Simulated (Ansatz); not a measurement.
## Molecular dynamics of Li

Input file:

```yaml
accuracy: low
crystal:
  lattice:
    - [7.205315, 0.0, 0.0]
    - [0.0, 7.205315, 0.0]
    - [0.0, 0.0, 7.205315]
  atoms:
    - { symbol: Li, position: [0.18762194, 0.07852558, 0.11021883] }
    - { symbol: Li, position: [0.57238619, 0.09630335, 0.02122306] }
    - { symbol: Li, position: [0.08119217, 0.35178091, -0.4692098] }
    - { symbol: Li, position: [-0.08416163, 0.12602975, 0.23951861] }
    - { symbol: Li, position: [0.45898343, 0.50187615, 0.33239412] }
    - { symbol: Li, position: [0.68892544, 0.6771116, -0.05133411] }
    - { symbol: Li, position: [0.37466787, 0.08826107, 0.64007272] }
    - { symbol: Li, position: [0.5301711, 0.53563596, 0.66905148] }
    - { symbol: Li, position: [-0.18752217, 0.56131832, 0.29854742] }
    - { symbol: Li, position: [0.38105164, 0.87610904, 0.36532529] }
    - { symbol: Li, position: [0.26631339, 0.39621433, 0.9796301] }
    - { symbol: Li, position: [0.82503706, 0.89666319, 0.34885872] }
    - { symbol: Li, position: [1.08219504, 0.66297391, 0.07782702] }
    - { symbol: Li, position: [0.83539726, 0.32293087, 0.99412061] }
    - { symbol: Li, position: [0.25137191, 0.75421332, 0.82689862] }
    - { symbol: Li, position: [0.91240752, 0.95080027, 0.82382219] }
basis:
  ecutwfc: 420.0
kpoints:
  mp_grid: { grid: [2, 2, 2] }
hamiltonian:
  xc: pbe
scf:
  occupations: { method: fermi_dirac, width: 0.16 }
  lower_state_search: "off"
  max_iter: 52
md:
  timestep: 3
  n_steps: 200
  ensemble: nve
  temperature: 1080.0
  initial_velocities: maxwell_boltzmann
  seed: 273292
```

Launched with:

```bash
$ ansatz run input.yaml --threads 1 --pin off --max-ram 3072MiB --backend cpu --events-out ev --progress --plain --runs-dir out
```

It goes on from the last frame of an earlier run, with new velocities.

Output, in part (step lines):

```
md step     0: t =     0.00 fs  T =  1080.0 K  F+E_penalty+E_count = -3270.37717675 eV  E_kin = 2.094012 eV  conserved = -3268.28316477 eV  (7 SCF iters)
md step     1: t =     3.00 fs  T =  1157.3 K  F+E_penalty+E_count = -3270.52879898 eV  E_kin = 2.243893 eV  conserved = -3268.28490625 eV  (7 SCF iters)
md step     2: t =     6.00 fs  T =  1253.4 K  F+E_penalty+E_count = -3270.71697678 eV  E_kin = 2.430240 eV  conserved = -3268.28673714 eV  (7 SCF iters)
md step     3: t =     9.00 fs  T =  1353.4 K  F+E_penalty+E_count = -3270.91255823 eV  E_kin = 2.624067 eV  conserved = -3268.28849113 eV  (7 SCF iters)
md step     4: t =    12.00 fs  T =  1443.2 K  F+E_penalty+E_count = -3271.08818148 eV  E_kin = 2.798229 eV  conserved = -3268.28995211 eV  (7 SCF iters)
md step     5: t =    15.00 fs  T =  1511.7 K  F+E_penalty+E_count = -3271.22172508 eV  E_kin = 2.931003 eV  conserved = -3268.29072165 eV  (5 SCF iters)
md step     6: t =    18.00 fs  T =  1553.2 K  F+E_penalty+E_count = -3271.30193239 eV  E_kin = 3.011491 eV  conserved = -3268.29044177 eV  (5 SCF iters)
md step     7: t =    21.00 fs  T =  1570.0 K  F+E_penalty+E_count = -3271.33323350 eV  E_kin = 3.044044 eV  conserved = -3268.28918998 eV  (5 SCF iters)
[... lines left out ...]
md step   199: t =   597.00 fs  T =  1509.8 K  F+E_penalty+E_count = -3271.21297959 eV  E_kin = 2.927431 eV  conserved = -3268.28554906 eV  (4 SCF iters)
md step   200: t =   600.00 fs  T =  1521.2 K  F+E_penalty+E_count = -3271.23705135 eV  E_kin = 2.949382 eV  conserved = -3268.28766984 eV  (7 SCF iters)
```

The steps, from the saved trajectory:

```csv
time (fs),T (K),potential energy less start (eV),conserved less start (meV/atom)
0.0,1080,0.000,0.00
18.0,1553,-0.925,-0.45
36.0,1572,-0.960,-0.35
54.0,1470,-0.759,-0.11
72.0,1607,-1.031,-0.52
90.0,1192,-0.215,0.16
108.0,1597,-1.010,-0.50
126.0,1514,-0.843,-0.08
144.0,1690,-1.191,-0.46
162.0,1468,-0.754,-0.10
180.0,1713,-1.233,-0.35
198.0,1705,-1.218,-0.38
216.0,1366,-0.559,-0.28
234.0,1279,-0.387,-0.14
252.0,1413,-0.651,-0.32
270.0,1290,-0.407,0.01
288.0,1725,-1.261,-0.60
306.0,1446,-0.711,-0.08
324.0,1457,-0.731,-0.03
342.0,1903,-1.603,-0.49
360.0,1608,-1.028,-0.20
378.0,1524,-0.863,-0.20
396.0,1736,-1.279,-0.41
414.0,1237,-0.308,-0.21
432.0,1430,-0.685,-0.45
450.0,1796,-1.397,-0.49
468.0,1285,-0.397,0.02
486.0,1697,-1.206,-0.52
504.0,1665,-1.136,-0.18
522.0,1659,-1.129,-0.38
540.0,1550,-0.913,-0.13
558.0,1625,-1.060,-0.23
576.0,1767,-1.337,-0.39
594.0,1510,-0.833,-0.01
```

All steps were run. The conserved energy stayed within 0.63 meV per atom of its start (net change -0.28 meV per atom), so the integration is sound. The system heated up, since it started high on the potential surface and ran downhill. A run of 0.6 ps of so small a system gives no equilibrium averages. Limits of this set-up: coarse k mesh, low accuracy level.

Mean squared displacements from the first frame to the last, about the centre of mass: Li 19.31 Å².

Last frame:

```xyz
16
Lattice="7.2053 0.0000 0.0000 0.0000 7.2053 0.0000 0.0000 0.0000 7.2053" Properties=species:S:1:pos:R:3
Li 5.838 0.984 4.285
Li -0.244 -1.329 5.594
Li 2.100 3.881 -4.814
Li 0.533 1.124 2.074
Li 1.628 1.728 -0.183
Li 3.688 3.298 -3.231
Li 2.588 -0.197 4.682
Li 4.832 5.125 3.729
Li 0.190 4.423 0.861
Li 1.510 6.141 2.934
Li -1.474 -0.490 8.445
Li 5.477 9.374 6.806
Li 7.564 3.642 -2.623
Li 9.789 4.423 -1.123
Li 3.581 5.378 8.232
Li 4.106 9.250 9.054
```

Time of the run: 16 min on 1 thread of Arm Neoverse V1, on a shared host, peak memory 0.59 GiB.
